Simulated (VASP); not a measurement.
Crystal: ZnSe.

```
Zn Se
1.0
     0.00000    2.82066    2.82066
     2.82066    0.00000    2.82066
     2.82066    2.82066    0.00000
Zn Se
1 1
Direct
  0.00000 0.00000 0.00000
  0.25000 0.25000 0.25000
```

Base run:

- Program: VASP 6.6.1
- Functional: PBE0
- Potentials or basis: VASP PAW PBE potentials, release 64 (Zn, Se)
- Cutoff: 520 eV
- k mesh: 6 × 6 × 6
- Occupations: gaussian, width 0.03 eV
- Spin: no spin polarisation

Its results: band gap on the k mesh 3.10 eV, direct; pressure 1.9 GPa.

Task: The run is repeated on the same cell with these changes: functional from PBE0 to HSE06. What comes out?

Result: Band gap on the k mesh 2.49 eV, direct; pressure 2.1 GPa.

Caveats: the PAW data sets were made with another functional, which shifts forces and pressure a little.
